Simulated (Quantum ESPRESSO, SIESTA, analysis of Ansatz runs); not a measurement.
# H_i (8-fold void) in Al2O3 (R-3c): how far do the levels depend on the k-points? (SIESTA)

We place the charge-transition levels of H_i (8-fold void) in Al2O3 (R-3c) with atom-centred orbitals, then repeat the energies at other levels of method to see what holds. Model: a cell of 80 host atoms with 1 H put in.

Method: SIESTA numerical-orbital DFT, PBEsol, DZP basis, PseudoDojo 0.4.1 potentials converted to PSML; charged supercells in a uniform background, point-charge correction with alignment at far sites, in SIESTA 5.4.2.

The experiments to compare with:

For Al2O3, alpha (corundum) (high-purity reference sample), “Multi-petahertz electron interference in Cr:Al2O3 solid-state material” (2018, pmc:5906618) quotes earlier work: band gap (optical band gap of host from absorption) 8.7 eV [literature value quoted for a high-purity sample; optical absorption edge, temperature …].

### 1. Starting point

The cell holds 81 atoms: 32 Al, 48 O and 1 H. Cell: a = 10.305 Å, b = 10.305 Å, c = 10.305 Å, α = 55.5°, β = 55.5°, γ = 55.5°. It derives from Al2O3 (space group R-3c). Nearest the centre at fractional (0.495, 0.496, 0.009): H81 at 0.00 Å, Al63 at 1.92 Å, Al12 at 1.92 Å, O47 at 1.94 Å, O10 at 1.94 Å, O59 at 1.99 Å, O28 at 1.99 Å, O75 at 2.05 Å.

Structure file:

```xyz
81
Lattice="4.7985 2.7704 8.6887 -4.7985 2.7704 8.6887 0.0000 -5.5408 8.6887" Properties=species:S:1:pos:R:3 pbc="T T T"
Al    0.0000    0.0000    8.4363
Al    0.0000    0.0000   11.1133
Al    0.0000    0.0000    1.9198
Al    0.0000    0.0000    4.5968
O     0.9346   -1.3852    5.4305
O     1.6669    0.1168    7.6026
O    -1.6669   -0.1168    5.4305
O     0.7323    1.5020    5.4305
O    -0.7323   -1.5020    7.6026
O    -0.9346    1.3852    7.6026
Al    0.0000   -2.7704   12.7807
Al    0.0000   -2.7704   15.4577
Al    0.0000   -2.7704    6.2641
Al    0.0000   -2.7704    8.9412
O     0.9346   -4.1556    9.7748
O     1.6669   -2.6536   11.9470
O    -1.6669   -2.8872    9.7748
O     0.7323   -1.2684    9.7748
O    -0.7323   -4.2724   11.9470
O    -0.9346   -1.3852   11.9470
Al   -2.3993    1.3852   12.7807
Al   -2.3993    1.3852   15.4577
Al   -2.3993    1.3852    6.2641
Al   -2.3993    1.3852    8.9412
O    -1.4646    0.0000    9.7748
O    -0.7323    1.5020   11.9470
O    -4.0662    1.2684    9.7748
O    -1.6669    2.8872    9.7748
O    -3.1316   -0.1168   11.9470
O    -3.3339    2.7704   11.9470
Al   -2.3993   -1.3852   17.1250
Al   -2.3993   -1.3852   19.8021
Al   -2.3993   -1.3852   10.6085
Al   -2.3993   -1.3852   13.2855
O    -1.4646   -2.7704   14.1192
O    -0.7323   -1.2684   16.2914
O    -4.0662   -1.5020   14.1192
O    -1.6669    0.1168   14.1192
O    -3.1316   -2.8872   16.2914
O    -3.3339    0.0000   16.2914
Al    2.3993    1.3852   12.7807
Al    2.3993    1.3852   15.4577
Al    2.3993    1.3852    6.2641
Al    2.3993    1.3852    8.9412
O     3.3339    0.0000    9.7748
O     4.0662    1.5020   11.9470
O     0.7323    1.2684    9.7748
O     3.1316    2.8872    9.7748
O     1.6669   -0.1168   11.9470
O     1.4646    2.7704   11.9470
Al    2.3993   -1.3852   17.1250
Al    2.3993   -1.3852   19.8021
Al    2.3993   -1.3852   10.6085
Al    2.3993   -1.3852   13.2855
O     3.3339   -2.7704   14.1192
O     4.0662   -1.2684   16.2914
O     0.7323   -1.5020   14.1192
O     3.1316    0.1168   14.1192
O     1.6669   -2.8872   16.2914
O     1.4646    0.0000   16.2914
Al    0.0000    2.7704   17.1250
Al    0.0000    2.7704   19.8021
Al    0.0000    2.7704   10.6085
Al    0.0000    2.7704   13.2855
O     0.9346    1.3852   14.1192
O     1.6669    2.8872   16.2914
O    -1.6669    2.6536   14.1192
O     0.7323    4.2724   14.1192
O    -0.7323    1.2684   16.2914
O    -0.9346    4.1556   16.2914
Al    0.0000    0.0000   21.4694
Al    0.0000    0.0000   24.1464
Al    0.0000    0.0000   14.9528
Al    0.0000    0.0000   17.6299
O     0.9346   -1.3852   18.4635
O     1.6669    0.1168   20.6357
O    -1.6669   -0.1168   18.4635
O     0.7323    1.5020   18.4635
O    -0.7323   -1.5020   20.6357
O    -0.9346    1.3852   20.6357
H    -0.0052    2.6936    8.6887
```

Screening for the image-charge correction: ε∞ = (3.25, 3.25, 3.21), ε0 = (9.30, 9.30, 11.25), from a response run on this crystal (DFPT, PBEsol, Quantum ESPRESSO) at that run's own cell.

The cell's shortest repeat is 9.6 Å.

The primitive cell was relaxed at this level beforehand, to 86.63 Å³.

The defect-free supercell was relaxed beforehand, from displaced atoms: they ended at most 0.01 Å from the sites they started about, so the symmetric structure holds.

### 2. Band edges

Levels are counted from the valence top, which comes from the unit cell, dense mesh; the energy of the host comes from the defect-free supercell at the defects' own k-points, so that the host's part of the sampling error cancels.

host.fdf reads:

```
SystemName                      Al2O3
SystemLabel                     host
NumberOfSpecies                 2
NumberOfAtoms                   10
%block ChemicalSpeciesLabel
  1   13 Al
  2    8 O
%endblock ChemicalSpeciesLabel
LatticeConstant                 1.0 Ang
%block LatticeVectors
     2.399251000     1.385208000     4.344362000
    -2.399251000     1.385208000     4.344362000
     0.000000000    -2.770417000     4.344362000
%endblock LatticeVectors
AtomicCoordinatesFormat         Fractional
%block AtomicCoordinatesAndAtomicSpecies
     0.647298456     0.647298456     0.647298583  1
     0.852701484     0.852701484     0.852701537  1
     0.147298516     0.147298516     0.147298463  1
     0.352701544     0.352701544     0.352701417  1
     0.444775926     0.055223937     0.750000022  2
     0.944776004     0.250000009     0.555224102  2
     0.055223996     0.749999991     0.444775898  2
     0.749999993     0.444775987     0.055223905  2
     0.250000007     0.555224013     0.944776095  2
     0.555224074     0.944776063     0.249999978  2
%endblock AtomicCoordinatesAndAtomicSpecies
%block kgrid.MonkhorstPack
    8   0   0  0.00
    0   8   0  0.00
    0   0   8  0.00
%endblock kgrid.MonkhorstPack
XC.Functional                   GGA
XC.Authors                      PBEsol
PAO.BasisSize                   DZP
PAO.EnergyShift                 0.005 Ry
Mesh.Cutoff                     300 Ry
OccupationFunction              FD
ElectronicTemperature           0.01 eV
MaxSCFIterations                150
SCF.MustConverge                true
SCF.Mixer.Method                Pulay
SCF.Mixer.Weight                0.2
SCF.Mixer.History               10
SCF.DM.Tolerance                1.0e-4
SCF.H.Tolerance                 1.0e-3 eV
WriteForces                     true
Charge.Mulliken                 end
```

The run is started by

```
OMP_NUM_THREADS=1 siesta host.fdf > host.out
```

What it wrote:

```text
Version         : 5.4.2

                           ***********************
                           *  WELCOME TO SIESTA  *
                           ***********************

[...]
reinit: Reading from file host.fdf

reinit: -----------------------------------------------------------------------
reinit: System Name: Al2O3
reinit: -----------------------------------------------------------------------
reinit: System Label: host
reinit: -----------------------------------------------------------------------

initatom: Reading input for the pseudopotentials and atomic orbitals ----------
Species number:   1 Atomic number:   13 Label: Al
Species number:   2 Atomic number:    8 Label: O

[... pseudopotential checks and orbital generation ...]

prinput: Basis input

PAO.BasisType split

%block ChemicalSpeciesLabel
    1   13 Al                      # Species index, atomic number, species label
    2    8 O                       # Species index, atomic number, species label
%endblock ChemicalSpeciesLabel

%block PAO.Basis                 # Define Basis set
# WARNING: This information might be incomplete!
[...]
siesta:       Hartree =     723.783037
siesta:         Exch. =    -742.901712
siesta:         Corr. =     -66.348275
siesta:   Exch.-corr. =    -809.249987
siesta:  Ion-electron =   -3237.201033
siesta:       Ion-ion =   -1590.741006
siesta:         Total =   -2959.489365
siesta:         Fermi =      -8.009341
[...]
siesta: Stress tensor (static) (eV/Ang**3):
siesta:     0.000136   -0.000000    0.000000
siesta:    -0.000000    0.000136   -0.000000
siesta:     0.000000   -0.000000    0.000131
[...]
siesta: Cell volume =         86.629945 Ang**3
[...]
siesta: Pressure (static):
siesta:                Solid            Molecule  Units
siesta:          -0.00000147         -0.00000153  Ry/Bohr**3
siesta:          -0.00013463         -0.00014063  eV/Ang**3
siesta:          -0.21570807         -0.22532019  kBar
[...]
mulliken: Qtot =       48.000

Mulliken Atomic Populations:
Atom #   charge [q] valence [e]  Species
     1     0.612547    2.387453  Al
     2     0.612547    2.387453  Al
     3     0.612547    2.387453  Al
     4     0.612547    2.387453  Al
     5    -0.408365    6.408365  O
     6    -0.408364    6.408364  O
     7    -0.408364    6.408364  O
     8    -0.408364    6.408364  O
     9    -0.408364    6.408364  O
    10    -0.408365    6.408365  O
 Total    -0.000000

Job completed
```

The job ended after 2.6 min (1 MPI rank of Arm Neoverse V1, shared host; peak memory 0.37 GiB).

The gap at this level is 5.88 eV.

Test of the sampling: at one point at (¼, ¼, ¼) the host's energy lies 3 meV an atom above its value on the primitive cell's dense mesh, close enough for the relaxations.

(Part 1 of 3 ends here.)

[Logs are printed without paths, hosts, clocks, repeated set-up lines and the standing remarks that a program may print on its own settings, such as how far it seeks lower states.]

[Hosts, paths, dates, database ids (printed as entryN), source tags and the programs' standing remarks are cut or masked in the printed files.]

[For some hosts the program warned that the k-mesh of the response run may be too coarse for force constants and the static dielectric constant; such warnings are not shown here.]

[Charge tables in the logs are Mulliken or Hirshfeld populations, whose sizes and signs can differ; where basis functions stand at a vacancy, SIESTA counts their charge against the missing atom's valence.]

[In relaxation paths of CP2K, step 0 can be the structure after the first move, since the trajectory file begins there, and the last row can be the final structure solved once more.]
